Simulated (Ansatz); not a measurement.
**Hf2NF2 MXene monolayer in a perpendicular field**

Aim: how the Hf2NF2 MXene monolayer screens a field along its normal, and what the field does to its bands. A positive field points along +c.

Program: Ansatz 0.2.0. Level of theory: plane-wave DFT, PBE-D3(BJ), Ansatz PAW (set soft_1); PAW set soft_1. Results are calculated unless marked as measured.

## (1) Starting point

The cell holds 5 atoms: 2 F, 2 Hf and 1 N. Cell: a = 3.217 Å, b = 3.217 Å, c = 40.384 Å, α = 90.0°, β = 90.0°, γ = 120.0°. Vacuum lies along c.

As a file:

```cif
data_structure
_symmetry_space_group_name_H-M 'P 1'
_symmetry_Int_Tables_number 1
_cell_length_a 3.2175
_cell_length_b 3.2175
_cell_length_c 40.3841
_cell_angle_alpha 90.000
_cell_angle_beta 90.000
_cell_angle_gamma 120.000
_cell_volume 362.06
loop_
_atom_site_label
_atom_site_type_symbol
_atom_site_fract_x
_atom_site_fract_y
_atom_site_fract_z
_atom_site_occupancy
F1 F 0.33333 0.66667 0.44201 1
Hf2 Hf 0.66667 0.33333 0.46856 1
N3 N 0.00000 0.00000 0.50000 1
Hf4 Hf 0.33333 0.66667 0.53144 1
F5 F 0.66667 0.33333 0.55799 1
```

## (2) Relaxation

The starting cell is a guess, so the in-plane lattice and the atoms are relaxed first, with the slab cut off from its images along the normal.

Input file input.yaml:

```yaml
crystal:
  lattice:
    - [3.2175, 0.0, 0.0]
    - [-1.60875, 2.7864367367, 0.0]
    - [0.0, 0.0, 40.3840795587]
  atoms:
    - { symbol: F, position: [0.3333333333, 0.6666666667, 0.4420058646] }
    - { symbol: Hf, position: [0.6666666667, 0.3333333333, 0.4685633598], spin: 1.0 }
    - { symbol: "N", position: [0.0, 0.0, 0.5] }
    - { symbol: Hf, position: [0.3333333333, 0.6666666667, 0.5314366402], spin: 1.0 }
    - { symbol: F, position: [0.6666666667, 0.3333333333, 0.5579941354] }
  periodic: [true, true, false]
magnetization:
  spin_polarized: true
kpoints:
  mp_grid: { grid: [12, 12, 1] }
hamiltonian:
  xc: pbe
  dispersion: d3bj
  pseudopotentials: { kind: paw, azcp: { folder: soft_1 } }
scf:
  occupations: { method: fermi_dirac, width: 0.05 }
  convergence: { dr2_threshold: 1.0e-09 }
relax:
  f_tol: 0.004
  max_steps: 90
  cell: {}
output:
  write_potential: true
  write_density: true
  volumetric_format: npy
```

On the command line:

```console
> ansatz run input.yaml --threads 2 --pin off --max-ram 3072MiB --backend cpu --events-out ev --progress --plain --runs-dir out
```

Numbers of over 12 decimals in the logs are rounded to 6 here.

The log of the run:

```text
Warning: relax.cell: scf.convergence.dr2_threshold = 1e-9 eV is looser than the 2.31887077311e-10 eV advised for a relaxation that steers and ends on the stress (1e-10 eV for each atom of the cell: 5, times the square of relax.cell.stress_2d_tol = 0.05 N/m over 14.7 Å (the atoms' height at the walk's start and 5 Å past either face), 3.405e-2 GPa, over a crystal's default 0.05). What an SCF threshold leaves in a stress goes as its square root, and in the free energy as the threshold itself, and one threshold admits the most on a small cell: [figures from the program's tests cut] Set scf.convergence.dr2_threshold to 2.31887077311e-10 eV or tighter. [rest of the remark cut]
Engine: ansatz 0.2.0, aarch64-unknown-linux-gnu
Pseudopotentials: kind: paw
Pseudopotential: F, paw, valence charge 7, recommended cutoff 420 eV (normal), soft_1/F.paw.azcp
Pseudopotential: Hf, paw, valence charge 26, recommended cutoff 420 eV (normal), soft_1/Hf.paw.azcp
Pseudopotential: N, paw, valence charge 5, recommended cutoff 420 eV (normal), soft_1/N.paw.azcp
Functional definition: PBE
  parameter kappa = 0.804
  parameter beta = 0.066725
  exchange = pbe_x(kappa = kappa, mu = beta*pi^2/3)
  correlation = pbe_c(beta = beta)
Crystal: 5 atoms, lattice volume = 362.058 Å³
Basis set: ecut = 420 eV, 7167 PW (Γ), exchange–correlation on 48×48×540 points (8 copies of the dense FFT grid, shifted against one another)
Bands: 44, of which v1, the nominal top of the filled ones, is band 36 counted from 1 (35 counted from 0)
Symmetry: 12 space group operations
Space group: P-3m1 (ITA 164), of the structure as read, at distance tolerance 7.1e-5 Å
Magnetic group: BNS 164.85 (UNI 1315), of the structure as read, at distance tolerance 7.1e-5 Å
k-points: 19 of 144
Non-local potential: F, projectors of the file, l = 0: 2, l = 1: 2, l = 2: 1
Non-local potential: Hf, projectors of the file, l = 0: 3, l = 1: 2, l = 2: 2, l = 3: 3
Non-local potential: N, projectors of the file, l = 0: 2, l = 1: 2, l = 2: 1
PAW form: soft (Blöchl's): semilocal exchange-correlation on the pseudo side does not see the compensation charge
PAW one-centre angular grid: F, 110 points (default); XC on 64 Gauss nodes
PAW one-centre angular grid: Hf, 590 points (default); XC on 64 Gauss nodes
PAW one-centre angular grid: N, 110 points (default); XC on 64 Gauss nodes
Initial density: superposition of atomic densities (neutral atoms: chi_scale 0, normalization atom)
Starting moments: Σ|m| = 2 μB on 2 of 5 sites
Initial wavefunctions: pseudopotential atomic-orbital guess
Functional: x = pbe(κ = 0.804, μ = 0.219515), c = pbe(β = 0.066725)
SCF iter   1: F=—  HF=-33454.749069 eV  |F-HF|=—  |Δ(HF+E_count)|=         —  Δρ=2.72e-2 (↑2.72e-2 ↓2.65e-2)  dr2=1.69e1  dr2_m=1.26e-1  M=0.633 μB ∫|m|=0.695 μB  β_m=0.30  ethr=3.10e-3  ⟨swp⟩=13.6  Hψ=10596  notcnv=0  defer=5
Mixer restart at iter 1: flushing history
preconditioner: auto → LDOS  [metal: Δε(μ)=0.046 eV  Ē_g=18.795 eV  σ=0.050 eV  W_gap=0.22  n_scr=26 (ndim 8)  ℏωp=16.0 eV  f_vac=0.810  D(μ)=1.79/eV (n_scr^D=12)]
spin=Collinear: LDOS preconditioning applied to the charge; magnetization (m = ρ↑ − ρ↓) channel mixes plain (no charge-response kernel on spin).
SCF iter   2: F=—  HF=-33451.871407 eV  |F-HF|=—  |Δ(HF+E_count)|=    2.88e0  Δρ=1.50e-2 (↑1.50e-2 ↓1.42e-2)  dr2=5.70e0  dr2_m=7.74e-2  M=0.500 μB ∫|m|=0.569 μB  β_m=0.48  ethr=3.10e-3  ⟨swp⟩=4.0  Hψ=3909  notcnv=0  defer=83
SCF iter   3: F=—  HF=-33450.668759 eV  |F-HF|=—  |Δ(HF+E_count)|=    1.20e0  Δρ=4.61e-3 (↑4.61e-3 ↓3.78e-3)  dr2=1.30e-1  dr2_m=1.72e-2  M=0.234 μB ∫|m|=0.305 μB  β_m=0.55  ethr=3.10e-3  ⟨swp⟩=4.8  Hψ=3930  notcnv=0  defer=86
SCF iter   4: F=—  HF=-33450.762240 eV  |F-HF|=—  |Δ(HF+E_count)|=         —  Δρ=2.39e-3 (↑2.39e-3 ↓2.08e-3)  dr2=2.14e-2  dr2_m=7.06e-3  M=0.065 μB ∫|m|=0.112 μB  β_m=0.55  ethr=1.83e-4  ⟨swp⟩=4.9  Hψ=4502  notcnv=0  defer=76
SCF iter   5: F=—  HF=-33450.772800 eV  |F-HF|=—  |Δ(HF+E_count)|=   1.06e-2  Δρ=1.01e-3 (↑1.01e-3 ↓8.72e-4)  dr2=3.80e-3  dr2_m=1.69e-3  M=0.036 μB ∫|m|=0.066 μB  β_m=0.73  ethr=3.01e-5  ⟨swp⟩=4.4  Hψ=4032  notcnv=0  defer=76
SCF iter   6: F=—  HF=-33450.778781 eV  |F-HF|=—  |Δ(HF+E_count)|=   5.98e-3  Δρ=3.55e-4 (↑3.55e-4 ↓3.19e-4)  dr2=9.76e-4  dr2_m=1.31e-4  M=0.010 μB ∫|m|=0.020 μB  β_m=0.59  ethr=5.35e-6  ⟨swp⟩=4.3  Hψ=4417  notcnv=0  defer=81
SCF iter   7: F=—  HF=-33450.777862 eV  |F-HF|=—  |Δ(HF+E_count)|=   9.19e-4  Δρ=1.50e-4 (↑1.45e-4 ↓1.50e-4)  dr2=1.20e-4  dr2_m=5.14e-5  M=0.006 μB ∫|m|=0.012 μB  β_m=0.80  ethr=1.37e-6  ⟨swp⟩=3.3  Hψ=4210  notcnv=0  defer=78
SCF iter   8: F=—  HF=-33450.777996 eV  |F-HF|=—  |Δ(HF+E_count)|=   1.33e-4  Δρ=4.98e-5 (↑2.84e-5 ↓4.98e-5)  dr2=1.13e-5  dr2_m=2.33e-6  M=0.001 μB ∫|m|=0.002 μB  β_m=0.75  ethr=1.69e-7  ⟨swp⟩=3.8  Hψ=4178  notcnv=0  defer=78
SCF iter   9: F=—  HF=-33450.778017 eV  |F-HF|=—  |Δ(HF+E_count)|=   2.16e-5  Δρ=1.62e-5 (↑1.62e-5 ↓1.20e-5)  dr2=1.57e-6  dr2_m=3.04e-7  M=0.000 μB ∫|m|=0.001 μB  β_m=0.83  ethr=1.59e-8  ⟨swp⟩=3.3  Hψ=3736  notcnv=0  defer=78
SCF iter  10: F=—  HF=-33450.778018 eV  |F-HF|=—  |Δ(HF+E_count)|=   9.67e-7  Δρ=6.34e-6 (↑4.10e-6 ↓6.34e-6)  dr2=2.16e-7  dr2_m=4.53e-8  M=0.000 μB ∫|m|=0.000 μB  β_m=0.86  ethr=2.22e-9  ⟨swp⟩=3.4  Hψ=3644  notcnv=0  defer=78
SCF iter  11: F=—  HF=-33450.778018 eV  |F-HF|=—  |Δ(HF+E_count)|=   2.11e-7  Δρ=1.30e-6 (↑1.30e-6 ↓1.01e-6)  dr2=9.08e-9  dr2_m=2.27e-9  M=0.000 μB ∫|m|=0.000 μB  β_m=0.84  ethr=3.04e-10  ⟨swp⟩=3.4  Hψ=3727  notcnv=0  defer=78
SCF iter  12: F=—  HF=-33450.778018 eV  |F-HF|=—  |Δ(HF+E_count)|=   2.81e-8  Δρ=5.57e-7 (↑4.28e-7 ↓5.57e-7)  dr2=7.66e-10  dr2_m=5.08e-10  M=0.000 μB ∫|m|=0.000 μB  β_m=0.86  ethr=1.28e-11  ⟨swp⟩=4.0  Hψ=4368  notcnv=0  defer=78
SCF iter  13: F=—  HF=-33450.778018 eV  |F-HF|=—  |Δ(HF+E_count)|=   3.14e-9  Δρ=2.49e-7 (↑2.49e-7 ↓1.87e-7)  dr2=2.58e-10  dr2_m=8.56e-11  M=0.000 μB ∫|m|=0.000 μB  β_m=0.85  ethr=1.08e-12  ⟨swp⟩=13.1  Hψ=19287  notcnv=0
SCF iter  14: F=-33450.778018 eV  HF=-33450.778018 eV  |F-HF|=9.46e-11  |Δ(HF+E_count)|=  3.64e-10  Δρ=7.35e-8 (↑7.35e-8 ↓6.35e-8)  dr2=1.29e-11  dr2_m=1.13e-11  M=0.000 μB ∫|m|=0.000 μB  ethr=1.00e-12  ⟨swp⟩=10.4  Hψ=12067  notcnv=0
[...]
relax step   8: F+E_penalty+E_count = -33451.81798009 eV  Δ(F+E_penalty+E_count) = +3.102e-5 eV  max|allowed force component| = 1.713e-3 eV/Å  Δτ_max = 0.0008 Å  P = -0.002 N/m  Ω = 355.026 Å³  energy of the carried Pulay correction = +2.892e-3 eV  fix = [c, alpha, beta]  reactions: c -0.000 N/m  (7 SCF iters, accepted)
relax step   9: F+E_penalty+E_count = -33451.81540780 eV  Δ(F+E_penalty+E_count) = +2.572e-3 eV  max|allowed force component| = 1.933e-3 eV/Å  Δτ_max = 0.0000 Å  P = -0.066 N/m  Ω = 355.026 Å³  fix = [c, alpha, beta]  reactions: c -0.000 N/m  stress off target by 6.60e-2 N/m on what of the cell is left free  SCF on the basis re-selected at this cell (its energy is not comparable with the rows above)  (6 SCF iters)
relax step  10: F+E_penalty+E_count = -33451.81558766 eV  Δ(F+E_penalty+E_count) = -1.799e-4 eV  max|allowed force component| = 2.091e-3 eV/Å  Δτ_max = 0.0024 Å  P = +0.004 N/m  Ω = 354.645 Å³  energy of the carried Pulay correction = +1.619e-4 eV  fix = [c, alpha, beta]  reactions: c +0.000 N/m  (7 SCF iters, accepted)
iter 1 solved again at ethr=4.79e-7 eV; its pass at ethr=3.10e-3 eV (dr2=3.40e-4 eV) is discarded
SCF iter   1: F=—  HF=-33451.815509 eV  |F-HF|=—  |Δ(HF+E_count)|=         —  Δρ=3.11e-6 (↑3.06e-6 ↓3.11e-6)  dr2=3.43e-8  dr2_m=4.86e-11  M=0.000 μB ∫|m|=0.000 μB  β_m=0.65  ethr=4.79e-7  ⟨swp⟩=6.4  Hψ=17656  notcnv=0
eigensolver tolerance schedule: the retry pair's looser diagonalisation over-reported the residual by 9910.10 of it (diagonalisation noise at an unbounded share of the residual, at the tolerance the schedule requests for it); recorded, not acted on — ethr = c·dr2/N_el stays at c = 1.0e-1
preconditioner: auto → Resta (q_TF=auto, 2.087 Å⁻¹)  ε∞=1.8  [insulator: Δε(μ)=0.124 eV  Ē_g=18.414 eV  σ=0.050 eV  W_gap=0.54  n_scr=26 (ndim 8)  ℏωp=16.1 eV  f_vac=0.815  D(μ)=1.43/eV (n_scr^D=10)  ε∞_Penn≈1.8  vacuum switching on, ρ_ref=2.5e-2 e/Å³]
spin=Collinear: Resta preconditioning applied to the charge; magnetization (m = ρ↑ − ρ↓) channel mixes plain (no charge-response kernel on spin).
SCF iter   2: F=—  HF=-33451.815399 eV  |F-HF|=—  |Δ(HF+E_count)|=   1.11e-4  Δρ=2.63e-6 (↑2.63e-6 ↓2.61e-6)  dr2=5.48e-8  dr2_m=1.59e-11  M=0.000 μB ∫|m|=0.000 μB  β_m=0.30  ethr=4.83e-11  ⟨swp⟩=7.5  Hψ=8895  notcnv=0
SCF iter   3: F=—  HF=-33451.815399 eV  |F-HF|=—  |Δ(HF+E_count)|=   1.55e-8  Δρ=1.04e-6 (↑1.04e-6 ↓1.03e-6)  dr2=5.45e-9  dr2_m=1.93e-11  M=0.000 μB ∫|m|=0.000 μB  β_m=0.53  ethr=4.83e-11  ⟨swp⟩=2.6  Hψ=2957  notcnv=0
SCF iter   4: F=-33451.815399 eV  HF=-33451.815399 eV  |F-HF|=3.64e-10  |Δ(HF+E_count)|=  3.93e-10  Δρ=3.96e-7 (↑3.91e-7 ↓3.96e-7)  dr2=5.61e-10  dr2_m=7.23e-12  M=0.000 μB ∫|m|=0.000 μB  ethr=1.41e-12  ⟨swp⟩=17.6  Hψ=20001  notcnv=0
the starting moments were not kept: the SCF closed with an absolute magnetisation of 5.9e-6 μB, where they sum to 2 μB in size (2 sites). That is at most 0.1 of that sum. Measured as dr2_m measures the in/out step, that magnetisation stands 3.5e-12 eV from none, at or under the dr2_threshold of 1.0e-9 eV: it is no larger than a step whose dr2_m would equal this threshold.
SCF 11 converged in 4 iterations: F = -33451.815399 eV  dr2 = 5.61e-10
relax step  11: F+E_penalty+E_count = -33451.81539853 eV  Δ(F+E_penalty+E_count) = +1.891e-4 eV  max|allowed force component| = 2.061e-3 eV/Å  Δτ_max = 0.0000 Å  P = +0.001 N/m  Ω = 354.645 Å³  fix = [c, alpha, beta]  reactions: c +0.000 N/m  stress off target by 1.00e-3 N/m on what of the cell is left free  SCF on the basis re-selected at this cell (its energy is not comparable with the rows above)  (4 SCF iters)
basis re-selected at this cell: Δ(F+E_penalty+E_count) = +1.891e-4 eV, ΔP = -0.003 N/m vs the last step (what re-selecting the basis moved, of the pressure what is left beyond the Pulay correction that the steps carried, after the strain that the cell walked since its last selection, with what the two solves' SCF thresholds leave and, on support functions, any second-order correction that the steps lacked; it is no m [...]
WARN: The output density's exchange-correlation potential varies sharply where the density is thin. Do not read a vacuum level from v_tot or v_xc, or from such a field of the output density. On a cell that repeats whose density bears no net charge and no dipole along the vacuum's axis use v_es (v_loc + v_h of the components); under efield.dipole_correction with no amplitude use v_es + v_field, which holds any externa [...]
SCF converged after 4 iterations
Magnetization: 0.0000 μB (35.5000 up, 35.5000 down)
Absolute magnetization: 0.0000 μB (∫|ρ↑−ρ↓|, with the PAW one-centre terms)
Spin contamination: 0.0000 ħ² per cell (⟨S²⟩ above its minimum at these occupations)
Per-site moments (μB) at R_I (Å): [(3.59577965519292e-8, 0.948929), (6.372960150267154e-7, 0.907478), (-8.232421005643805e-7, 0.907478), (6.372960149622343e-7, 0.907478), (3.5957796579575456e-8, 0.948929)]
Free energy (F): -33451.815399 eV
Harris-Foulkes:  -33451.815399 eV  (|F-HF|=3.64e-10)
Internal energy: -33451.803594 eV  (E = F + TS)
E sigma→0 (E₀):  -33451.809496 eV
Entropy (-TS):   -0.011804 eV (-2.361 meV/atom)
Fermi energy:    -3.361895 eV
--- Per-component energies (eV) ---
  E_band       = -1524.903915
  E_kinetic    = 1345.873259
  E_local      = -442178.362192  (includes V_loc(G=0)·N_el)
  E_nonlocal   = 329.102475
  E_hartree    = 220023.267213
  E_xc         = -747.900289
  E_vxc        = -784.887928  (∫ρ·V_xc dr)
  E_paw        = -15932.547817  (= ΣΔE_a)
  E_vpaw       = -283.170073  (= ΣTr[D̂ρ^β])
  E_aug_tail   = 0.002482  (compensation charges beyond the density's cutoff)
  E_ewald      = 203709.673720
  E_disp       = -0.912446  (pairwise vdW)
  E_smearing   = -0.011804  (= −TS)
  E_closure    = 0.000000  (closes the sum)
  Σ components = -33451.815399   (vs F -33451.815399, Δ=0.00e0)
--- Forces (eV/Å), atoms counted from 1 ---
  atom   1  F      0.00000000     0.00000000     0.00206079
  atom   2  Hf     0.00000000    -0.00000000     0.00004035
  atom   3  N      0.00000000    -0.00000000     0.00000000
  atom   4  Hf     0.00000000     0.00000000    -0.00004035
  atom   5  F      0.00000000    -0.00000000    -0.00206079
  max |Σ_I F_I| component: 6.48e-17 eV/Å
--- 2D stress c σ (N/m, compression-positive) ---
        0.001002       0.000000       0.000000
       -0.000000       0.001002       0.000000
        0.000000       0.000000       0.000000
  P = ½ c Tr σ = 0.0010 N/m
--- Band table (eV; the first three rows and the last of 38) ---
  k-point 0 ↑: bands = [... 32 lower, -9.0819, -9.0819, -3.7904, -3.6999, -3.6999, -3.2322, -2.3266, -1.3148, ... 4 higher]
  k-point 1 ↑: bands = [... 32 lower, -9.2853, -9.1162, -4.1122, -3.7108, -3.5296, -2.9295, -2.0349, -1.7205, ... 4 higher]
  k-point 2 ↑: bands = [... 32 lower, -9.6758, -9.1877, -4.8455, -3.4856, -3.0383, -2.4189, -1.9230, -1.4598, ... 4 higher]
  k-point 18 ↓: bands = [... 32 lower, -10.2032, -9.5728, -3.5506, -3.2190, -3.2190, -1.4399, -0.2815, -0.2815, ... 4 higher]
  the weakly bound empty levels are not read free of the cell's end (no_gap_told)
--- Relaxed structure (9 steps of the walk, 8 accepted, 2 SCFs on fresh bases) ---
  F+E_penalty+E_count = -33451.81539853 eV   max|allowed force component| = 2.061e-3 eV/Å   (the final SCF, on the basis selected at the relaxed cell)
  cell:  # Å, volume = 354.6449 Å³
    - [3.184392, 0.0, 0.0]
    - [-1.592196, 2.757764, 0.0]
    - [0.0, 0.0, 40.3840795587]
  atoms:
    - { symbol: F, position: [0.333333, 0.666667, 0.435844] }
    - { symbol: Hf, position: [0.666667, 0.333333, 0.470083] }
    - { symbol: N, position: [0, 0, 0.5] }
    - { symbol: Hf, position: [0.333333, 0.666667, 0.529917] }
    - { symbol: F, position: [0.666667, 0.333333, 0.564156] }
```

It took 3.6 min on 2 threads of Arm Neoverse V2, shared host; peak memory 0.9 GiB; 7.2 min of CPU time.

Relaxation path:

| step | energy less that of the first step (eV) | largest force component (eV/Å) | volume (Å³) |
| --- | --- | --- | --- |
| 1 | 0.0000 | 4.6259 | 362.06 |
| 2 | -0.9072 | 1.7762 | 365.21 |
| 3 | -1.0309 | 0.1039 | 361.99 |
| 4 | -1.0349 | 0.0838 | 359.40 |
| 5 | -1.0393 | 0.1744 | 353.46 |
| 6 | -1.0400 | 0.0273 | 354.87 |
| 7 | -1.0398 | 0.0306 | 355.18 |
| 8 | -1.0400 | 0.0017 | 355.03 |
| 9* | -1.0374 | 0.0019 | 355.03 |
| 10 | -1.0376 | 0.0021 | 354.64 |
| 11* | -1.0374 | 0.0021 | 354.64 |

Relaxation steps marked * repeat the geometry before them on a plane-wave basis chosen anew for their cell, so energy and pressure can jump there. Relaxation step 7 was tried and not accepted.

The run keeps the 12 symmetry operations that it works with, so distortions that break them were not tested.

```
cell as run  before  after  change
      a (Å)   3.217  3.184  -1.0 %
      b (Å)   3.217  3.184  -1.0 %
```

The atoms that moved most (Å, along periodic axes as changes of fractional coordinates times the final cell, across vacuum about the mean position):

```
atom     dx     dy      dz  length
  F5  0.000  0.000   0.249   0.249
  F1  0.000  0.000  -0.249   0.249
 Hf4  0.000  0.000  -0.061   0.061
 Hf2  0.000  0.000   0.061   0.061
```

The relaxed structure:

```xyz
5
Lattice="3.1844 0.0000 0.0000 -1.5922 2.7578 0.0000 0.0000 0.0000 40.3841" Properties=species:S:1:pos:R:3
F     0.0000    1.8385   17.6012
Hf    1.5922    0.9193   18.9839
N     0.0000    0.0000   20.1920
Hf    0.0000    1.8385   21.4002
F     1.5922    0.9193   22.7829
```

Numbers from this step:

| Property | Result |
| --- | --- |
| energy at zero smearing | -33451.8095 eV |

The lattice constant a goes from 3.217 to 3.184 Å.

[end of part 1 of 2]

[Logs are printed without paths, hosts, clocks, repeated set-up lines and the standing remarks that a program may print on its own settings, such as how far it seeks lower states.]

[Hosts, paths, dates, database ids (printed as entryN), source tags and the programs' standing remarks are cut or masked in the printed files.]

[Maps of the electrostatic potential energy from Ansatz leave out the sawtooth potential of an applied field or a dipole correction, so their vacuum need not be flat; planar profiles and work functions include it.]
